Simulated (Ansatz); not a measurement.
Cr:

```
Cr
1.0
     2.71400    0.00000    0.00000
    -1.35700    2.35039    0.00000
     0.00000    0.00000    4.41000
Cr
2
Cartesian
  1.3570 0.7835 3.3075
  0.0000 1.5669 1.1025
```

This isn't the form of Cr at room conditions, which is bcc.

| Quantity | Value |
| --- | --- |
| Program | Ansatz 0.2.0 |
| Task | single point |
| Functional | PBEsol |
| Potentials or basis | Ansatz PAW |
| Cutoff | 420 eV (not typed: the program's choice for these potentials) |
| k mesh | 11 × 11 × 6 |
| Occupations | fermi-dirac, width 0.05 eV |
| Spin | collinear spin, ferromagnetic start |
| Starting moments | [3.0, 3.0] μB |

On this cell: pressure -32.1 GPa; largest force under 0.003 eV/Å; net moment 1.64 μB per cell; site moments Cr +0.75 μB; band gap on the k mesh none (metal or under the smearing width).

The same run follows on a disturbed copy (atoms moved at random, drawn with an rms of 0.05 Å):

```
CELL_PARAMETERS angstrom
2.71400 0.00000 0.00000
-1.35700 2.35039 0.00000
0.00000 0.00000 4.41000
ATOMIC_POSITIONS crystal
Cr 0.67792 0.33401 0.74410
Cr 0.33027 0.66015 0.25463
```

Problem. What does the disturbed cell give?

Solution. The energy (extrapolated to zero smearing) moves by +1.0 meV/atom; pressure -31.7 GPa; largest force 0.128 eV/Å; net moment 1.73 μB per cell; site moments Cr +0.79 μB; band gap on the k mesh none (metal or under the smearing width).

Forces in eV/Å, atoms in the order of the input:
```
Cr   0.034  0.020  0.122
Cr  -0.034 -0.020 -0.122
```

Stress tensor (GPa, compression positive):
```
-32.85   0.47   0.04
  0.47 -33.39   0.03
  0.04   0.03 -29.01
```

Caveats: the PAW data sets come from PBE, with cores solved anew for the run's functional, which leaves a small shift of forces and pressure; a pressure of tens of GPa on the cell as given is suspect, and the run, the potentials or the cell itself is likely at fault (some runs); the cell as given lies far from equilibrium (some runs).
